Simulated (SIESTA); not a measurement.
# Pb under changes of volume

One of the cells (30.323 Å³/atom); the others are scaled copies at fixed shape and fractional positions:

```
Pb
1.0
     0.00000    2.47502    2.47502
     2.47502    0.00000    2.47502
     2.47502    2.47502    0.00000
Pb
1
Direct
  0.00000 0.00000 0.00000
```

```yaml
Program: SIESTA 5.4.2
Functional: PBE
Potentials_or_basis: PseudoDojo 0.4 standard (PBE files)
Basis: DZ (energy shift 0.01 Ry)
Grid_cutoff: 500 Ry
Energy_shift: 0.01 Ry
k_mesh: 9 × 9 × 9
Occupations: fermi-dirac, width 0.05 eV
Spin: no spin polarisation
```

| volume (Å³/atom) | energy over the lowest point (meV/atom) | pressure (GPa) |
| --- | --- | --- |
| 28.503 | 53.84 | 6.9 |
| 29.110 | ? | ? |
| 29.716 | 15.54 | 3.5 |
| 30.323 | 5.20 | 2.0 |
| 30.929 | 0.29 | 0.6 |
| 31.535 | 0.00 | -0.3 |
| 32.142 | 3.24 | -1.4 |

Question: What does the run at 29.110 Å³/atom give?

Answer: Energy over the lowest point 31.29 meV/atom; pressure 4.9 GPa.

Worked out: A Birch-Murnaghan fit of order 3 (a polynomial in V^(-2/3)) to the other rows has its minimum at 31.30 Å³/atom with B0 = V·E''(V) = 56 GPa and B' = 5.7. It gives 31.32 meV/atom at 29.110 Å³/atom, against the run's 31.29, and -dE/dV = 5.0 GPa, against 4.9.

Energies are extrapolated to zero smearing.

Caveats: the basis has no polarisation orbitals; semicore shells carry a single zeta, which can move pressures by several GPa and volumes by a few percent; the basis of atomic orbitals isn't converged, which shifts pressures, moduli and gaps.
